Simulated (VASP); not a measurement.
Set up this calculation in VASP 6.6.1, as the native input.

| Quantity | Value |
| --- | --- |
| Task | single point |
| Functional | LDA |
| Potentials or basis | VASP PAW LDA potentials, release 64 (Cs_sv, Pb_d, Br) |
| Cutoff | 520 eV |
| k mesh | 6 × 6 × 6 |
| Occupations | gaussian, width 0.01 eV |
| Spin | no spin polarisation |
| Dipole correction | no |
| Further INCAR settings | ALGO = Fast; EDIFF = 1e-06; NBANDS = 30 |

The structure of CsPbBr3 lies in POSCAR:

```
CsPbBr3
1.0
    5.7701959492      0.0000000000      0.0000000000
    0.0000000000      5.7701959492      0.0000000000
    0.0000000000      0.0000000000      5.7701959492
Cs Pb Br
1 1 3
Direct
    0.5000000000      0.5000000000      0.5000000000
    0.0000000000      0.0000000000      0.0000000000
    0.5000000000      0.0000000000      0.0000000000
    0.0000000000      0.5000000000      0.0000000000
    0.0000000000      0.0000000000      0.5000000000
```

The cell was built by a generator and needn't be a form met in nature.

The input as run:

INCAR

```
SYSTEM = CsPbBr3
ALGO = Fast
EDIFF = 1E-6
ENCUT = 520
GGA = CA
ISIF = 2
ISMEAR = 0
LASPH = .True.
LCHARG = .False.
LREAL = .False.
LWAVE = .False.
NBANDS = 30
NELM = 80
PREC = Accurate
SIGMA = 0.01
```

KPOINTS

```
k-points
0
Gamma
  6 6 6
  0 0 0
```

Potentials or basis: VASP PAW LDA potentials, release 64 (Cs_sv, Pb_d, Br).

Run with:

```sh
$ cat potpaw_LDA.64/Cs_sv/POTCAR potpaw_LDA.64/Pb_d/POTCAR potpaw_LDA.64/Br/POTCAR > POTCAR
$ mpirun -np 1 vasp_std > vasp.out
```

It gave:

```yaml
Pressure: 0.1 GPa
Band_gap_on_the_k_mesh: 1.13 eV, direct
```

Caveat: spin-orbit coupling is left out, which as a rule narrows the gap of such compounds by several tenths of an eV.

Wall time 87 s on 1 thread of AMD EPYC 9R45 96-Core Processor (Zen 5) (shared host), peak memory 0.29 GiB.
